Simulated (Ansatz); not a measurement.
The system is MgS (Niningerite).

```
CELL_PARAMETERS angstrom
0.00000 2.60165 2.60165
2.60165 0.00000 2.60165
2.60165 2.60165 0.00000
ATOMIC_POSITIONS crystal
S 0.50000 0.50000 0.50000
Mg 0.00000 0.00000 0.00000
```

Base run:

* Program: Ansatz 0.2.0
* Functional: B3LYP
* Dispersion: D3(BJ)-ATM
* Potentials or basis: PseudoDojo stringent (PBE files)
* Cutoff: 1143 eV
* Density cutoff: 4572 eV
* k mesh: 5 × 5 × 5
* Occupations: fermi-dirac, width 0.05 eV
* Spin: no spin polarisation

Its results: pressure -3.3 GPa.

The run is repeated on the same cell with these changes: functional from B3LYP to HSE06; dispersion from D3(BJ)-ATM to none. What comes out?

Pressure -0.1 GPa.

Several settings changed at once, so the effect can't be laid on one alone.

Caveats: the potentials were made for another functional, which shifts forces and pressure; the thresholds are loose for stress.
